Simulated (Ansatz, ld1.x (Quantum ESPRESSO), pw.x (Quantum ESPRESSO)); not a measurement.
## Equation-of-state test of one TM potential (Ru (Z = 44))

```
Element                 : ruthenium (Ru)
Generator               : ld1.x (Quantum ESPRESSO) 7.5
Type                    : norm-conserving Troullier–Martins (Kleinman–Bylander form)
Functional              : PBE
Relativity              : scalar-relativistic
Frozen core             : [Kr]
Valence charge          : 8
Reference configuration : 4d7 5s0.75 5p0 (charge +0.25)
Partial waves           : 5s (bound): rc 2.55 bohr; 4d (bound): rc 1.85 bohr; 5p (bound, empty): rc 2.90 bohr
Local potential         : the p channel
Core correction         : a·sin(br)/r model core inside 1.30 bohr
```

Crystal test: fcc Ru in pw.x 7.5, no spin, 15³ k-points, Fermi–Dirac smearing 0.01 Ry, cutoffs 70/280 Ry. The lattice is a test structure that the element need not adopt, and mesh and smearing are coarse.

pw.x input:

```
&control
  calculation='scf', prefix='x', pseudo_dir='./', outdir='./tmp', tstress=.true., disk_io='none'
/
&system
  ibrav=0, nat=1, ntyp=1, ecutwfc=70, ecutrho=280, nbnd=11,
  occupations='smearing', smearing='fd', degauss=0.01
/
&electrons
  conv_thr=1e-09, mixing_beta=0.4, electron_maxstep=70
/
ATOMIC_SPECIES
Ru 1.0 Ru.UPF
CELL_PARAMETERS angstrom
  0.00000000 1.90442183 1.90442183
  1.90442183 0.00000000 1.90442183
  1.90442183 1.90442183 0.00000000
ATOMIC_POSITIONS crystal
Ru 0.0000 0.0000 0.0000
K_POINTS automatic
15 15 15 0 0 0
```

```bash
pw.x < Ru.scf.in > Ru.scf.out
```

Problem. How does the run end?

Solution. It converges; the pressure is 45.75 GPa against 0.83 GPa from all-electron LAPW. The largest radius (2.90 bohr) exceeds half the bond length (2.54 bohr), so the spheres overlap, which is one possible source of error among others. This is a poor potential for the solid. Atomic configuration tests: 1 of 7 tests not solved or not reliable. The log shows:

```
     number of electrons       =         8.00
     number of Kohn-Sham states=           11
     kinetic-energy cutoff     =      70.0000  Ry
     charge density cutoff     =     280.0000  Ry
     scf convergence threshold =      1.0E-09
     Exchange-correlation= PBE
     number of k points=   120  Fermi-Dirac smearing, width (Ry)=  0.0100
     iteration #  1     ecut=    70.00 Ry     beta= 0.40
     total energy              =     -44.26319807 Ry
     estimated scf accuracy    <       0.18626151 Ry
     iteration #  2     ecut=    70.00 Ry     beta= 0.40
     total energy              =     -44.27572154 Ry
     estimated scf accuracy    <       0.01216558 Ry
     iteration #  3     ecut=    70.00 Ry     beta= 0.40
     total energy              =     -44.27816485 Ry
     estimated scf accuracy    <       0.00006967 Ry
     iteration #  4     ecut=    70.00 Ry     beta= 0.40
     total energy              =     -44.27817269 Ry
     estimated scf accuracy    <       0.00003896 Ry
     iteration #  5     ecut=    70.00 Ry     beta= 0.40
     total energy              =     -44.27817939 Ry
     estimated scf accuracy    <       0.00000002 Ry
     iteration #  6     ecut=    70.00 Ry     beta= 0.40
     total energy              =     -44.27817940 Ry
     estimated scf accuracy    <          6.1E-09 Ry
     iteration #  7     ecut=    70.00 Ry     beta= 0.40
     the Fermi energy is    16.6294 ev
!    total energy              =     -44.27817940 Ry
     estimated scf accuracy    <          6.9E-10 Ry
     smearing contrib. (-TS)   =      -0.00454496 Ry
     The total energy is F=E-TS. E is the sum of the following terms:
     one-electron contribution =      14.55521675 Ry
     hartree contribution      =       2.16323509 Ry
     xc contribution           =     -20.22457167 Ry
     ewald contribution        =     -40.76751462 Ry
     convergence has been achieved in   7 iterations
          total   stress  (Ry/bohr**3)                   (kbar)     P=      457.52
     Message from routine punch:
     Nothing written, as per user request (disk_io='none')
```
